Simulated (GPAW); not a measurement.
Crystal: GaAs.

```
As Ga
1.0
     0.00000    2.82685    2.82685
     2.82685    0.00000    2.82685
     2.82685    2.82685    0.00000
As Ga
1 1
Cartesian
  1.4134 1.4134 1.4134
  0.0000 0.0000 0.0000
```

Program: GPAW 26.7.0. Alike in all runs: potentials or basis GPAW PAW data sets (gpaw-data 1.2.1), pw; cell as given.

Question: Order these runs on this cell by their band gap on the k mesh, lowest first.
A. level BHandHLYP; spin off; k mesh 4 × 4 × 4; cutoff (eV) 450; smearing fermi-dirac 0.05 eV; maxiter 60; mesh quality coarse
B. level SCAN; spin off; k mesh 4 × 4 × 4; cutoff (eV) 510; smearing fermi-dirac 0.01 eV; maxiter 150; mesh quality coarse
C. level revTPSS; spin SOC, no magnetisation; k mesh 8 × 8 × 8; cutoff (eV) 600; smearing fermi-dirac 0.05 eV; maxiter 150; eigensolver davidson; band path GXWKGLUWLK,UX; band points 80; spin axis theta (degrees) 90; mesh quality not flagged
D. level HSE03; spin off; k mesh 4 × 4 × 4; cutoff (eV) 450; smearing fermi-dirac 0.05 eV; maxiter 60; mesh quality coarse

Answer: C (0.64 eV), B (0.86 eV), D (1.39 eV), A (3.67 eV).

Caveats: some runs use coarse meshes; exact exchange converges slowly with the k mesh, and this mesh is small (some runs); spin-orbit coupling was added after a scalar SCF, so levels and gaps hold it while energy, forces, pressure and moments don't (some runs); this program's spin-orbit splittings come out too wide for heavy elements (some runs).

A k mesh can miss the band edges.

Runs at the PBE level aren't shown here.
